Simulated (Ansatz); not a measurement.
**How the vibrations of Ru change with volume**

All numbers below come from Ansatz 0.2.0, DFT PBEsol, scalar-relativistic, plane waves, PAW. Settings: 420 eV plane-wave cutoff, Γ-centred 18×18×10 mesh, Fermi-Dirac smearing of 0.15 eV. No spin polarisation. Phonons by linear response, acoustic sum rule imposed.

The cell, relaxed at this level:
```cif
data_structure
_symmetry_space_group_name_H-M 'P6_3/mmc'
_symmetry_Int_Tables_number 194
_cell_length_a 2.6917
_cell_length_b 2.6917
_cell_length_c 4.2517
_cell_angle_alpha 90.000
_cell_angle_beta 90.000
_cell_angle_gamma 120.000
_cell_volume 26.68
loop_
_atom_site_label
_atom_site_type_symbol
_atom_site_symmetry_multiplicity
_atom_site_Wyckoff_symbol
_atom_site_fract_x
_atom_site_fract_y
_atom_site_fract_z
_atom_site_occupancy
Ru1 Ru 2 c 0.33333 0.66667 0.25000 1
```

In a metal, frequencies depend on the k mesh and the smearing, soft modes most.

Cells at 0.98 and 1.02 times the equilibrium volume were relaxed in shape and atoms; γ = −d ln ν / d ln V, modes matched by rank.

Question: Give the optical frequencies at Γ (cm⁻¹) at the three volumes and the mode Grüneisen parameters.

Answer:
| 0.98 V | V | 1.02 V | γ | degeneracy |
| --- | --- | --- | --- | --- |
| 206 | 200 | 194 | 1.49 | 2 |
| 277 | 262 | 247 | 2.80 | 1 |

Question: What pressures hold the two strained cells, and what bulk modulus follows?

Answer: 7.29 GPa at 0.98 V and -6.49 GPa at 1.02 V, so B = −dP/d ln V ≈ 344 GPa.

Cost: 6 runs of about 1.9 core-minutes in all, on AMD EPYC 9R45 (Zen 5) (shared hosts).